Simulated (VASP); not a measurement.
# KCl (Fm-3m) in VASP: notebook

KCl is run at these levels: r2SCAN; tasks: single point.

Program: VASP 6.6.1. These are calculated values, not measurements. Logs are shortened: lines on timing, memory, paths and dates and some standing lists are left out, and cuts for length are marked.

**What was measured.**

A printed reference work, monograph reports, for a bulk crystal of KCl: band gap 8.68 eV.

How close the calculation comes is told below.

### Step 1. The cell of the first run

Symmetry: Fm-3m, No. 225, cubic system. The conventional cell has a = 5.858 Å, b = 5.858 Å, c = 5.858 Å, α = 90.00°, β = 90.00°, γ = 90.00°. Within 3.9 Å of K (site symmetry m-3m) lie 6 Cl at 2.93 Å. Cl (site symmetry m-3m) has 6 K at 2.93 Å within 3.9 Å.

### Step 2. Single point, r2SCAN

File POSCAR:

```
KCl
1.0
    2.9291770775      2.9291770775      0.0000000000
   -2.9291770775      2.9291770775      0.0000000000
    0.0000000000      2.9291770775      2.9291770775
K Cl
1 1
Direct
    0.0000000000      0.0000000000      0.0000000000
    0.5000000000      0.5000000000      0.0000000000
```

File INCAR.step1:

```
SYSTEM = KCl
PREC = Accurate ; ENCUT = 520
ISMEAR = 0 ; SIGMA = 0.01
LREAL = .False. ; LASPH = .True.
NELM = 100 ; NBANDS = 15
GGA = PE ; ALGO = Normal
EDIFF = 1E-4 ; LWAVE = .True.
LCHARG = .False.
```

File INCAR.step2:

```
SYSTEM = KCl
PREC = Accurate ; ENCUT = 520
EDIFF = 1E-6 ; ISMEAR = 0
SIGMA = 0.01 ; LREAL = .False.
LASPH = .True. ; NELM = 100
ALGO = Normal ; ISIF = 2
LWAVE = .False. ; LCHARG = .False.
METAGGA = R2SCAN ; LMIXTAU = .True.
NBANDS = 15 ; ISTART = 1
```

File KPOINTS:

```
regular mesh
0
Gamma
  6 6 6
  0 0 0
```

Potentials or basis: VASP PAW PBE potentials, release 64 (K_sv, Cl).

Launch:

```bash
$ cat potpaw_PBE.64/K_sv/POTCAR potpaw_PBE.64/Cl/POTCAR > POTCAR
$ cp INCAR.step1 INCAR
$ mpirun -np 1 vasp_std > vasp.out
$ cp INCAR.step2 INCAR
$ mpirun -np 1 vasp_std > vasp.out
```

OUTCAR:

```text
SYSTEM = KCl
   PREC = Accurate
   ENCUT = 520
   EDIFF = 1E-6
   ISMEAR = 0
   LREAL = .False.
   LASPH = .True.
   NELM = 100
   ISIF = 2
   METAGGA = R2SCAN
   ISTART = 1

 ion  position               nearest neighbor table
   1  0.000  0.000  0.000-   2 2.93   2 2.93   2 2.93   2 2.93   2 2.93   2 2.93
   2  0.500  0.500  0.000-   1 2.93   1 2.93   1 2.93   1 2.93   1 2.93   1 2.93

  LATTYP: Found a face centered cubic cell.
 ALAT       =     5.8583541550

  Lattice vectors:

 A1 = (   0.0000000000,   2.9291770775,   2.9291770775)
 A2 = (   2.9291770775,   0.0000000000,   2.9291770775)
 A3 = (   2.9291770775,   2.9291770775,   0.0000000000)

Analysis of symmetry for initial positions (statically):
=====================================================================
 Subroutine PRICEL returns:
 Original cell was already a primitive cell.

 Routine SETGRP: Setting up the symmetry group for a
 face centered cubic supercell.

 Subroutine GETGRP returns: Found 48 space group operations
 (whereof 48 operations were pure point group operations)
 out of a pool of 48 trial point group operations.

The static configuration has the point symmetry O_h .

Analysis of symmetry for dynamics (positions and initial velocities):
=====================================================================
 Subroutine PRICEL returns:
 Original cell was already a primitive cell.

 Routine SETGRP: Setting up the symmetry group for a
 face centered cubic supercell.

 Subroutine GETGRP returns: Found 48 space group operations
 (whereof 48 operations were pure point group operations)
 out of a pool of 48 trial point group operations.

The dynamic configuration has the point symmetry O_h .

 Subroutine INISYM returns: Found 48 space group operations
 (whereof 48 operations are pure point group operations),
 and found     1 'primitive' translations

----------------------------------------------------------------------------------------

                                     Primitive cell

  volume of cell :      50.2651

  direct lattice vectors                    reciprocal lattice vectors
     2.929177077  2.929177077  0.000000000     0.170696406  0.170696406 -0.170696406
    -2.929177077  2.929177077  0.000000000    -0.170696406  0.170696406 -0.170696406
     0.000000000  2.929177077  2.929177077     0.000000000  0.000000000  0.341392812

  length of vectors
     4.142481950  4.142481950  4.142481950     0.295654848  0.295654848  0.341392812

  position of ions in fractional coordinates (direct lattice)
     0.000000000  0.000000000  0.000000000
     0.500000000  0.500000000  0.000000000

  ion indices of the primitive-cell ions
   primitive index   ion index
                 1           1
                 2           2

----------------------------------------------------------------------------------------

 KPOINTS: regular mesh

Automatic generation of k-mesh.
 Grid dimensions read from file:
 generate k-points for:    6    6    6

 Generating k-lattice:

  Cartesian coordinates                     Fractional coordinates (reciprocal lattice)
     0.028449401  0.028449401 -0.028449401     0.166666667  0.000000000  0.000000000
    -0.028449401  0.028449401 -0.028449401     0.000000000  0.166666667  0.000000000
     0.000000000  0.000000000  0.056898802     0.000000000  0.000000000  0.166666667

  Length of vectors
     0.049275808  0.049275808  0.056898802

  Shift w.r.t. Gamma in fractional coordinates (k-lattice)
     0.000000000  0.000000000  0.000000000

 Subroutine IBZKPT returns following result:
 ===========================================

 Found     16 irreducible k-points:

 Following reciprocal coordinates:
            Coordinates               Weight
  0.000000  0.000000  0.000000      1.000000
  0.166667  0.000000  0.000000      8.000000
  0.333333  0.000000  0.000000      8.000000
  0.500000  0.000000  0.000000      4.000000
  0.166667  0.166667  0.000000     12.000000
  0.333333  0.166667  0.000000     24.000000
[... 8 lines left out ...]
  0.500000  0.333333  0.166667     24.000000
  0.500000  0.500000  0.166667     12.000000
   k-points           NKPTS =     16   k-points in BZ     NKDIM =     16   number of bands    NBANDS=     15
   number of dos      NEDOS =    301   number of ions     NIONS =      2
   total plane-waves  NPLWV =  32768
   dimension x,y,z NGX =    32 NGY =   32 NGZ =   32
   dimension x,y,z NGXF=    64 NGYF=   64 NGZF=   64
   ions per type =               1   1
   NGX,Y,Z   is equivalent  to a cutoff of  12.84, 12.84, 12.84 a.u.
   NGXF,Y,Z  is equivalent  to a cutoff of  25.68, 25.68, 25.68 a.u.
 SYSTEM =  KCl
   PREC   = accura    normal or accurate (medium, high low for compatibility)
   ISTART =      1    job   : 0-new  1-cont  2-samecut
   ICHARG =      0    charge: 1-file 2-atom 10-const
   ISPIN  =      1    spin polarized calculation?
   LNONCOLLINEAR =      F non collinear calculations
   LSORBIT =      F    spin-orbit coupling
   LASPH  =      T    aspherical Exc in radial PAW
   ENCUT  =  520.0 eV  38.22 Ry    6.18 a.u.   7.70  7.70  7.70*2*pi/ulx,y,z
   NELM   =    100;   NELMIN=  2; NELMDL=  0     # of ELM steps
   EDIFF  = 0.1E-05   stopping-criterion for ELM
   LREAL  =      F    real-space projection
   EDIFFG = 0.1E-04   stopping-criterion for IOM
   NSW    =      0    number of steps for IOM
   IBRION =     -1    ionic relax: 0-MD 1-quasi-New 2-CG
   NFREE  =      0    steps in history (QN), initial steepest desc. (CG)
   ISIF   =      2    stress and relaxation
   ISYM   =      2    0-nonsym 1-usesym 2-fastsym
   POTIM  = 0.5000    time-step for ionic-motion
   TEBEG  =    0.0;   TEEND  =   0.0 temperature during run
   PSTRESS=    0.0 pullay stress
   NELECT =      16.0000    total number of electrons
   NUPDOWN=      -1.0000    fix difference up-down
   EMIN   =  10.00;   EMAX   =-10.00  energy-range for DOS
   EFERMI =   0.00;   METHOD = LEGACY
   ISMEAR =     0;   SIGMA  =   0.01  broadening in eV -4-tet -1-fermi 0-gaus
   EFERMI_NEDOS =   21; number of points for ismear=-14 and -15
   IALGO  =     38    algorithm
   IMIX   =      4    mixing-type and parameters
     AMIX     =   0.40;   BMIX     =  1.00
     AMIX_MAG =   1.60;   BMIX_MAG =  1.00
  volume/ion in A,a.u.               =      25.13       169.60
  Fermi-wavevector in a.u.,A,eV,Ry     =   1.117787  2.112312 16.999780  1.249449
  Thomas-Fermi vector in A             =   2.254413
   LORBIT       =      0    0 simple, 1 ext, 2 COOP (PROOUT), +10 PAW based schemes
   METAGGA = R2SCAN    functional components
   LHFCALC =     F    Hartree Fock is set to
   AEXX    =    0.0000 exact exchange contribution
   IVDW    =     0    specifies the selected vdW correction
   LEPSILON=     F    determine dielectric tensor
   LRPA    =     F    only Hartree local field effects (RPA)
 non-spin polarized calculation
 Gauss-broadening in eV      SIGMA  =   0.01
  energy-cutoff  :      520.00
  volume of cell :       50.27
 maximum number of plane-waves:      1363
   NGX = 15   NGY = 15   NGZ = 15

 number of electron      16.0000001 magnetization

 Free energy of the ion-electron system (eV)
  ---------------------------------------------------
  ext. energy  EPLUGINS =         0.00000000
  ---------------------------------------------------
  free energy    TOTEN  =       -16.28829283 eV

  energy without entropy =      -16.28829283  energy(sigma->0) =      -16.28829283

 E-fermi :  -1.1774     XC(G=0):  -8.9524

 val. band max:       -1.2507033659   @ k =   0.0000   0.0000   0.0000
 cond. band min:       5.4565276488   @ k =   0.0000   0.0000   0.0000
 fundamental gap:      6.7072310148
 Fermi energy:        -1.1773545191

 k-point     1 :       0.0000    0.0000    0.0000
  band No.  band energies     occupation
      1     -29.0712      2.00000
      2     -14.2205      2.00000
      3     -11.7627      2.00000
      4     -11.7627      2.00000
      5     -11.7627      2.00000
      6      -1.2507      2.00000
      7      -1.2507      2.00000
      8      -1.2507      2.00000
      9       5.4565      0.00000
     10       7.7738      0.00000
     11       7.7739      0.00000
     12       7.7739      0.00000
     13       8.9489      0.00000
     14       8.9490      0.00000
     15      12.8926      0.00000

 k-point     2 :       0.1667    0.0000    0.0000
  band No.  band energies     occupation
      1     -29.0633      2.00000
      2     -14.3039      2.00000
      3     -11.7658      2.00000
      4     -11.7658      2.00000
      5     -11.6538      2.00000
      6      -1.6888      2.00000
      7      -1.3971      2.00000
      8      -1.3971      2.00000
      9       6.2100      0.00000
     10       7.6260      0.00000
     11       8.2171      0.00000
     12       8.2171      0.00000
     13       9.4942      0.00000
     14       9.4942      0.00000
     15      14.1449      0.00000

 k-point     3 :       0.3333    0.0000    0.0000
  band No.  band energies     occupation
      1     -29.0474      2.00000
      2     -14.4545      2.00000
      3     -11.7719      2.00000
      4     -11.7719      2.00000
      5     -11.4494      2.00000
      6      -2.4174      2.00000
      7      -1.6682      2.00000
      8      -1.6682      2.00000
      9       7.1786      0.00000
     10       8.2543      0.00000
     11       9.4371      0.00000
     12       9.4372      0.00000
     13      10.8608      0.00000
     14      10.8608      0.00000
     15      13.9051      0.00000
[... 199 lines left out ...]
 k-point    15 :       0.5000    0.3333    0.1667
  band No.  band energies     occupation
      1     -29.0328      2.00000
      2     -14.3040      2.00000
      3     -11.9342      2.00000
      4     -11.8950      2.00000
      5     -11.5711      2.00000
      6      -2.2277      2.00000
      7      -1.8247      2.00000
      8      -1.7670      2.00000
      9       7.6055      0.00000
     10       7.8566      0.00000
     11      10.3987      0.00000
     12      10.5467      0.00000
     13      11.5186      0.00000
     14      12.5456      0.00000
     15      12.7525      0.00000

 k-point    16 :       0.5000    0.5000    0.1667
  band No.  band energies     occupation
      1     -29.0307      2.00000
      2     -14.1817      2.00000
      3     -12.0346      2.00000
      4     -11.9360      2.00000
      5     -11.6744      2.00000
      6      -1.9467      2.00000
      7      -1.8652      2.00000
      8      -1.6909      2.00000
      9       6.4798      0.00000
     10       8.8771      0.00000
     11       9.7599      0.00000
     12      10.7247      0.00000
     13      11.3715      0.00000
     14      12.0885      0.00000
     15      13.1573      0.00000

------------------------ aborting loop because EDIFF is reached ----------------------------------------

  FORCE on cell =-STRESS in cart. coord.  units (eV):
  Direction    XX          YY          ZZ          XY          YZ          ZX
  --------------------------------------------------------------------------------------
  -------------------------------------------------------------------------------------
  Total        2.2056077      2.2056077      2.2056077      0.0000000      0.0000000     -0.0000000
  in kB       70.3026941     70.3026941     70.3026941      0.0000000      0.0000000     -0.0000000
  external PRESSURE =      70.3026941 kB  Pullay stress =       0.0000000 kB

 VOLUME and BASIS-vectors are now :
 -----------------------------------------------------------------------------
  energy-cutoff  :      520.00
  volume of cell :       50.27
      direct lattice vectors                 reciprocal lattice vectors
     2.929177077  2.929177077  0.000000000     0.170696406  0.170696406 -0.170696406
    -2.929177077  2.929177077  0.000000000    -0.170696406  0.170696406 -0.170696406
     0.000000000  2.929177077  2.929177077     0.000000000  0.000000000  0.341392812

 POSITION                                       TOTAL-FORCE (eV/Angst)
 -----------------------------------------------------------------------------------
      0.00000      0.00000      0.00000         0.000000      0.000000      0.000000
      0.00000      2.92918      0.00000        -0.000000     -0.000000      0.000000
 -----------------------------------------------------------------------------------
    total drift:                                0.000000     -0.000000     -0.000000

  FREE ENERGIE OF THE ION-ELECTRON SYSTEM (eV)
  ---------------------------------------------------
  free  energy   TOTEN  =       -16.2882928289 eV

  energy  without entropy=      -16.2882928289  energy(sigma->0) =      -16.28829283
```

It took 92 s on 1 thread of AMD EPYC 7R43 (Zen 3), shared host; peak memory 0.15 GiB.

Results:

```yaml
Free_energy: -16.2883 eV
Pressure: 7.0 GPa
Band_gap_on_the_k_mesh: 6.71 eV, direct
```

Caveat: the PAW data sets were made with another functional, which shifts forces and pressure a little. A k mesh can miss the band edges.

[end of part 1 of 2]
